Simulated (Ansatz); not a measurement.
Y: one input, then a changed one

The cell is COD entry 1539818, as deposited and not checked against the literature; nothing was relaxed. The listed cell was then made from it by scaling, straining or moving an atom.

First run: DFT, r2SCAN, PAW with Ansatz's default frozen-core files, scalar-relativistic (Ansatz 0.2.0).

Command: `ansatz run input.yaml --threads 1 --pin off --max-ram 2048MiB --backend cpu --events-out ev --progress --plain --runs-dir out` The run took 7.7 s on 1 thread of Intel(R) Xeon(R) Platinum 8488C (Sapphire Rapids), with other jobs on the host, peak memory 0.59 GiB.

```yaml
crystal:
  lattice:
    - [3.6995507901, 0.0, 0.0]
    - [-1.849775395, 3.2039049668, 0.0]
    - [0.0, 0.0, 5.8230323575]
  atoms:
    - { symbol: "Y", position: [0.3333333333, 0.6666666667, 0.25] }
    - { symbol: "Y", position: [0.6666666667, 0.3333333333, 0.75] }
kpoints:
  mp_grid: { grid: [12, 12, 7] }
scf:
  occupations: { method: fermi_dirac, width: 0.08 }
hamiltonian:
  xc: r2scan
  pseudopotentials: { kind: paw }
output:
  forces: true
  stress: true
  eigenvalues: true
  efg: { contact_densities: true }
  write_density: true
  write_potential: true
  elf: true
  volumetric_format: npy
```

Result: converged; pressure -1.07 GPa; no gap on the k mesh; 6 SCF iterations.

The input is then changed:

```diff
@@ -14,4 +14,5 @@
   xc: r2scan
   pseudopotentials: { kind: paw }
+  hubbard: { sites: [{ species: "Y", l: d, u_eff: 3.0 }], double_counting: fll }
 output:
   forces: true
```

(1) What does the second run give?

Results:

(1) It converged; pressure 3.52 GPa; no gap on the k mesh; 7 SCF iterations.
